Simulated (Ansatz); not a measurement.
# Al: electrostatic potential with PBE

Al, a slab with vacuum:

```
CELL_PARAMETERS angstrom
2.82708 0.00000 0.00000
-1.41354 2.44832 0.00000
0.00000 0.00000 28.77899
ATOMIC_POSITIONS crystal
Al 0.33333 0.66667 0.26061
Al 0.00000 0.00000 0.34040
Al 0.66667 0.33333 0.42020
Al 0.00000 0.00000 0.50000
Al 0.33333 0.66667 0.57980
Al 0.00000 0.00000 0.65960
Al 0.66667 0.33333 0.73939
```

The slab is cut from a database's or a generator's crystal, which needn't be the stable form of the element.

The cell isn't the ideal one: the (0 0 1) slab of Al, cut from the database cell, not relaxed.

```
Program                           : Ansatz 0.2.0
Task                              : electrostatic potential
Functional                        : PBE
Potentials or basis               : Ansatz PAW
Cutoff                            : 420 eV (not typed: the program's choice for these potentials)
k mesh                            : 11 × 11 × 1
Occupations                       : fermi-dirac, width 0.05 eV
Spin                              : no spin polarisation
Boundary along the surface normal : images
Miller                            : [0, 0, 1]
Bulk formula                      : Al
```

| Quantity | Value |
| --- | --- |
| Largest force | 0.163 eV/Å |
| Band gap on the k mesh | none (metal or under the smearing width) |

Forces in eV/Å, atoms in the order of the input:
```
Al   0.000  0.000 -0.163
Al   0.000  0.000 -0.022
Al   0.000  0.000 -0.003
Al   0.000  0.000  0.000
Al   0.000  0.000  0.003
Al   0.000  0.000  0.022
Al   0.000  0.000  0.163
```

Levels at points of the mesh, in eV from the Fermi level:
```
           k point  band 7  band 8  band 9  band 10  band 11  band 12  band 13  band 14
(0.00, 0.00, 0.00)   -5.42   -3.96   -2.06    -0.17     1.65     3.08     3.69     4.77
```

Run time: 1.1 s on 4 threads of Arm Neoverse V2, on a shared host, peak memory 0.47 GiB.
